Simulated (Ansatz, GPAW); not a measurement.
# KBr: 3 runs at one level of theory

```
Br K
1.0
     0.00000    3.30000    3.30000
     3.30000    0.00000    3.30000
     3.30000    3.30000    0.00000
Br K
1 1
Direct
  0.50000 0.50000 0.50000
  0.00000 0.00000 0.00000
```

Alike in all runs: task single point; functional PBE; k mesh 7 × 7 × 7; occupations gaussian, width 0.017 eV; no spin polarisation; no spin-orbit coupling. Pressure is positive in compression and, in plane waves, holds the error of the finite cutoff, which Ansatz's Pulay term estimates and takes out.

| program and potentials | plane-wave cutoff (eV) | notes | pressure (GPa) |
| --- | --- | --- | --- |
| Ansatz, Ansatz PAW | 420 | - | 0.72 |
| Ansatz, all-electron LAPW, scalar-relativistic | - | - | 0.72 |
| GPAW, GPAW PAW data sets (gpaw-data 1.2.1) | 600 | - | ? |

**Question.** Estimate from the other rows what the run with GPAW, GPAW PAW data sets (gpaw-data 1.2.1) gave.

**Answer.** Pressure 0.70 GPa. The other rows, which needn't bracket it: pressure 0.72.
